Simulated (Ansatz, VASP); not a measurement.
# Cu in VASP and in Ansatz

```
Cu
1.0
     0.00000    2.61593    2.61593
     2.61593    0.00000    2.61593
     2.61593    2.61593    0.00000
Cu
2
Direct
  0.87500 0.87500 0.87500
  0.12500 0.12500 0.12500
```

Alike in both runs: functional PBEsol; k mesh 14 × 14 × 14; occupations fermi-dirac, width 0.1 eV; no spin polarisation.

Ansatz relaxed the structure, and its values are those at the end. VASP's run is a single point on that final structure, the one shown.

|  | VASP | Ansatz |
| --- | --- | --- |
| version | VASP 6.6.1 | Ansatz 0.2.0 |
| potentials or method | VASP PAW PBE potentials, release 64 (Cu) | PAW with Ansatz's default frozen-core files, scalar-relativistic |
| plane-wave cutoff (eV) | 520 | 420 |
| valence electrons in the cell | 22 | 38 |

```csv
,VASP,Ansatz,Ansatz less VASP
gap on the k mesh at the Fermi level (eV),none,none,-
pressure (GPa),0.0,0.0,-0.03
```

A gap of «none» marks a metal or a gap that the smearing closes. With one functional, cell and mesh, what is left measures potentials, basis and numerics. The two sets of potentials don't hold the same shells in valence.

Caveats: the PAW data sets were made with another functional, which shifts forces and pressure a little (VASP).
